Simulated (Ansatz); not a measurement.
**Energy landscape near a Sr structure**

The calculation used Ansatz, DFT PBE, scalar-relativistic, plane waves, PAW.

Settings: cutoff 420 eV, Γ-centred mesh 12×12×6 on the computed 2-atom cell, Gaussian smearing of 0.10 eV; no spin polarisation.

Reference cell:

```
Sr
1.0
     4.31000    0.00000    0.00000
    -2.15500    3.73257    0.00000
     0.00000    0.00000    7.05000
Sr
2
Cartesian
  0.0000 2.4884 1.7625
  2.1550 1.2442 5.2875
```

Each variant moves atoms of this cell by the vectors given, if any (Å), and then applies a symmetric strain (tensor components, Cartesian axes). The reference cell isn't relaxed at this level. Energies are per atom at zero smearing, counted from the lowest variant. Pressure is positive in compression.

1. strain (xx yy zz yz xz xy, %) 2.61 2.61 5.61 0.00 0.00 0.00
2. strain (xx yy zz yz xz xy, %) 3.79 3.79 -5.21 0.00 0.00 0.00
3. strain (xx yy zz yz xz xy, %) -4.61 -4.61 4.39 0.00 0.00 0.00; moves: Sr1 (0.000, 0.000, 0.250); Sr2 (0.000, 0.000, -0.250)
4. strain (xx yy zz yz xz xy, %) 4.76 4.76 3.26 0.00 0.00 0.00
5. strain (xx yy zz yz xz xy, %) 5.88 5.88 -3.12 0.00 0.00 0.00

| result | ΔE (meV/atom) | P (GPa) | largest force (eV/Å) |
| --- | --- | --- | --- |
| A | 0.0 | -0.42 | 0.00 |
| B | 75.1 | 1.03 | 0.61 |
| C | 20.9 | -1.37 | 0.00 |
| D | 11.7 | -1.25 | 0.00 |
| E | 16.2 | -0.99 | 0.00 |

**Question.** Which variant gave which result?

**Answer.** A is 2, B is 3, C is 4, D is 1, E is 5. The pressure falls as the cell grows: from the smallest volume to the largest the variants are 3, 2, 5, 1, 4.

This form isn't the element's structure at ambient conditions.